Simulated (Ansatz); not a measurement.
Take a crystal in which In has been replaced by B on all its sites, with the cell rescaled by a rough guess (in some cases also distorted within its space group) and nothing relaxed:

```cif
data_structure
_symmetry_space_group_name_H-M 'P 1'
_symmetry_Int_Tables_number 1
_cell_length_a 3.6907
_cell_length_b 3.6907
_cell_length_c 3.6907
_cell_angle_alpha 90.000
_cell_angle_beta 90.000
_cell_angle_gamma 90.000
_cell_volume 50.27
loop_
_atom_site_label
_atom_site_type_symbol
_atom_site_fract_x
_atom_site_fract_y
_atom_site_fract_z
_atom_site_occupancy
B1 B 0.00000 0.50000 0.50000 1
B2 B 0.50000 0.00000 0.50000 1
B3 B 0.50000 0.50000 0.00000 1
As1 As 0.00000 0.00000 0.00000 1
```

Method: DFT PBE, scalar-relativistic, plane waves, PAW (Ansatz).

Cutoff 420 eV; k points 12×12×12 on the computed 4-atom cell (Γ-centred); Gaussian smearing, width 0.10 eV; no spin polarisation.

Task: Will this cell want to expand or contract, and how hard?

Result: The pressure is -17.9 GPa (positive in compression), so the cell would contract.

Task: Is it a metal on this mesh?

Result: Yes, a band crosses the Fermi level.

Task: What is its energy against the elements in their standard states?

Result: +2.175 eV/atom at this unrelaxed geometry, with the elements in the same functional.